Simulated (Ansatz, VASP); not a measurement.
# BAs: VASP beside Ansatz

The input INCAR:

```
ALGO = Normal
EDIFF = 1E-7
ENCUT = 520
GGA = PE
ISIF = 2
ISMEAR = -1
LASPH = T
LCHARG = F
LREAL = F
LWAVE = F
NBANDS = 11
NELM = 80
PREC = Accurate
SIGMA = 0.08
```

Contents of KPOINTS:

```
k-points
0
Gamma
  15 15 15
```

File POSCAR:

```
BAs
1.0
    0.0000000000      1.9888317595      1.9888317595
    1.9888317595      0.0000000000      1.9888317595
    1.9888317595      1.9888317595      0.0000000000
B As
1 1
Direct
    0.0000000000      0.0000000000      0.0000000000
    0.5000000000      0.5000000000      0.5000000000
```

Input for Ansatz:

```yaml
crystal:
  lattice:
    - [0.0, 1.9888317595, 1.9888317595]
    - [1.9888317595, 0.0, 1.9888317595]
    - [1.9888317595, 1.9888317595, 0.0]
  atoms:
    - { symbol: B, position: [0.0, 0.0, 0.0] }
    - { symbol: As, position: [0.5, 0.5, 0.5] }
kpoints:
  mp_grid: { grid: [15, 15, 15] }
scf:
  occupations: { method: fermi_dirac, width: 0.08 }
hamiltonian:
  xc: pbe
  pseudopotentials: { kind: all_electron, lapw: { basis_error: 0.001 } }
output:
  forces: true
  stress: true
  eigenvalues: true
  populations: true
```

Change from the starting cell: volume scaled by 0.64, LAPW.

Alike in both runs: task single point; functional PBE; k mesh 15 × 15 × 15; occupations fermi-dirac, width 0.08 eV; no spin polarisation.

```csv
,VASP,Ansatz
version,VASP 6.6.1,Ansatz 0.2.0
potentials or method,"VASP PAW PBE potentials, release 64 (B, As)","all-electron LAPW, scalar-relativistic"
plane-wave cutoff (eV),520,see its input
```

```csv
,VASP,Ansatz,Ansatz less VASP
pressure (GPa),148.4,144.3,-4.06
```

Ansatz ran all-electron here, so the differences hold the error of VASP's frozen core and of both bases.

Caveats: the cell as given lies far from equilibrium; so large a pressure means that the cell lies far from this level's equilibrium, or that cutoff or potentials fall short (VASP).
